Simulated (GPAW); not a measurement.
Records of electronic-structure calculations.

### How the form of the self-energy moves the gap of MoSe2 (P6_3/mmc)

It takes space group P6_3/mmc (No. 194, hexagonal). Conventional cell: a = 3.288 Å, b = 3.288 Å, c = 12.900 Å, α = 90.00°, β = 90.00°, γ = 120.00°. Mo has 6 Se at 2.49 Å nearest. Se has 3 Mo at 2.49 Å nearest. Farther neighbours and most contacts between anions are not listed.

```xyz
6
Lattice="3.2880 0.0000 0.0000 -1.6440 2.8475 0.0000 0.0000 0.0000 12.9000" Properties=species:S:1:pos:R:3 pbc="T T T"
Mo    0.0000    1.8983    3.2250
Mo    1.6440    0.9492    9.6750
Se    0.0000    1.8983    8.0625
Se    1.6440    0.9492    1.6125
Se    0.0000    1.8983   11.2875
Se    1.6440    0.9492    4.8375
```

* method: DFT, PBE, plane waves, PAW (and 1 further level or step)
* program: GPAW 26.7.0
* settings of one run: cutoff 450 eV, GPAW PAW setups 1.2.1 data release, 6×6×1 k-mesh, nbands 284
* notes: The database entry behind the starting cell has ideal inner coordinates that were not refined. The cell and positions come from the Crystallography Open Database and are kept as given unless a step says otherwise. Limits: no spin-orbit coupling. Bands and cutoff are finite, so the gap is not at the basis limit. The miss can reach some tenths of an eV and take either sign; the mesh is an error of its own. The 6×6×1 mesh is coarse for this cell, which bears on the long-range parts of exchange and screening.
* G0W0, Godby-Needs plasmon pole: 1.449 eV
* G0W0 with rALDA vertex: 1.384 eV
* known limits: not at the basis limit; no spin-orbit coupling; coarse k mesh

G0W0 with rALDA vertex: −0.065 eV against G0W0, Godby-Needs plasmon pole, at other bands or cutoff, so not like for like. With the rALDA kernel as a vertex the gap is 1.43 eV (in the polarisability), 1.43 eV (in the self-energy) and 1.40 eV (in both), against 1.45 eV without.

[Paths, hosts, dates, memory and timing lines, banners, echoed tables and standing remarks are left out of the program output.]

[Logs are printed without paths, hosts, clocks, repeated set-up lines and the standing remarks that a program may print on its own settings, such as how far it seeks lower states.]

[Runs of the session that timed out or met a known fault of the program may be left out.]

[Hosts, paths, dates, database ids (printed as entryN), source tags and the programs' standing remarks are cut or masked in the printed files.]
